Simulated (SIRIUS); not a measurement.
Runs of SIRIUS 7.12.0 on Pb. Symmetry: Fm-3m, No. 225, cubic system. The conventional cell has a = 4.950 Å, b = 4.950 Å, c = 4.950 Å, α = 90.00°, β = 90.00°, γ = 90.00°. Pb (site symmetry m-3m) has 12 Pb at 3.50 Å as nearest neighbours. 

```csv
level,V0 of scaled cells (Å³/atom),B0 (GPa)
AM05,30.13,(a)
WC,30.01,49
PW91,31.75,42
LDA,(b),52
PBEsol,29.94,49
```

Alike in all rows: task equation of state; potentials or basis all-electron FP-LAPW, apw+lo standard; no spin polarisation; cell as given; k mesh 9 × 9 × 9; cutoff (eV) 157; smearing fermi-dirac 0.05 eV.

Q: Fill in the values left out.

A: (a) 46; (b) 28.97.

Caveats: the basis cutoff falls short for Ag, Pd and Pb here, so volumes come out up to a per cent or two small and moduli rough.

Runs at the PBE level aren't shown here.
